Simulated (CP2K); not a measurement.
BaTiO3:

```
Ba Ti O
1.0
     4.00600    0.00000    0.00000
     0.00000    4.00600    0.00000
     0.00000    0.00000    4.00600
Ba Ti O
1 1 3
Cartesian
  2.0030 2.0030 2.0030
  0.0000 0.0000 0.0000
  0.0000 0.0000 2.0030
  0.0000 2.0030 0.0000
  2.0030 0.0000 0.0000
```

Base run:

* Program: CP2K 2026.2
* Functional: r2SCAN
* Potentials or basis: GTH_SOC_POTENTIALS Ba GTH-PBE-q10, Ti GTH-PBE-q12, O GTH-PBE-q6; DZVP-MOLOPT-SR-GTH basis
* Density cutoff: 12245 eV
* k mesh: 7 × 7 × 7
* Occupations: fermi-dirac, width 0.05 eV
* Spin: spin-orbit coupling, no magnetisation

Its results: pressure 0.0 GPa.

Problem. The run is repeated on the same cell with these changes: functional from r2SCAN to PBE; density cutoff from 12245 eV to 8163 eV; cutoff of the grids from 900 Ry to 600 Ry. What comes out?

Solution. Pressure 3.8 GPa.

Caveats: the basis of atomic orbitals isn't converged, which shifts pressures, moduli and gaps; the potentials were made for another functional, which shifts forces and pressure (some runs).
